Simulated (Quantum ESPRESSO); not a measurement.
An input for Quantum ESPRESSO 7.5 (HfN):

File pw.in:

```
&CONTROL
  calculation = 'relax'
  prefix = 'pwscf'
  outdir = './tmp'
  pseudo_dir = './pseudo'
  tprnfor = .true.
  disk_io = 'low'
  nstep = 30
  forc_conv_thr = 0.0004
  etot_conv_thr = 1d-05
/
&SYSTEM
  ibrav = 0
  nat = 2
  ntyp = 2
  ecutwfc = 45
  ecutrho = 360
  nbnd = 15
  input_dft = 'r2-scan'
  occupations = 'smearing'
  smearing = 'mv'
  degauss = 0.00734986
  vdw_corr = 'grimme-d3'
  dftd3_version = 4
/
&ELECTRONS
  conv_thr = 4d-10
  electron_maxstep = 50
  mixing_beta = 0.5
/
&IONS
  ion_dynamics = 'bfgs'
/
ATOMIC_SPECIES
Hf   178.4900 hf_pbe_v1.uspp.F.UPF
N     14.0070 n_pbe_v1.2.uspp.F.UPF
CELL_PARAMETERS angstrom
  -0.0180593400    2.3667769700    2.2967208500
   2.2974021900   -0.0017934200    2.2804549200
   2.1784307400    2.2315396000    0.1171780300
ATOMIC_POSITIONS crystal
Hf     0.0002213900    0.0000936400    0.9983967600
N      0.4997786100    0.4999063600    0.5016032400
K_POINTS automatic
7 7 8 0 0 0
```

Potentials or basis: GBRV 1.5 PBE.

Command:

```bash
$ OMP_NUM_THREADS=1 pw.x -in pw.in > pw.out
```

Task: What does the program do with it?

Result: The run stopped without a result. It printed:

pw.out:

```text
This program is part of the open-source Quantum ESPRESSO suite
     for quantum simulation of materials; please cite
         "P. Giannozzi et al., J. Phys.:Condens. Matter 21 395502 (2009);
         "P. Giannozzi et al., J. Phys.:Condens. Matter 29 465901 (2017);
         "P. Giannozzi et al., J. Chem. Phys. 152 154105 (2020);
     in publications or presentations arising from this work. More details at

     IMPORTANT: XC functional enforced from input :
     Exchange-correlation= R2-SCAN
                           (   0   0   0   0   0 263 267)
     Any further DFT definition will be discarded
     Please, verify this is what you really want

 %%%%%%%%%%%%%%%%%%%%%%%%%%%%%%%%%%%%%%%%%%%%%%%%%%%%%%%%%%%%%%%%%%%%%%%%%%%%%%
     Error in routine setup (1):
     Meta-GGA not implemented with USPP/PAW
 %%%%%%%%%%%%%%%%%%%%%%%%%%%%%%%%%%%%%%%%%%%%%%%%%%%%%%%%%%%%%%%%%%%%%%%%%%%%%%

     stopping ...
```
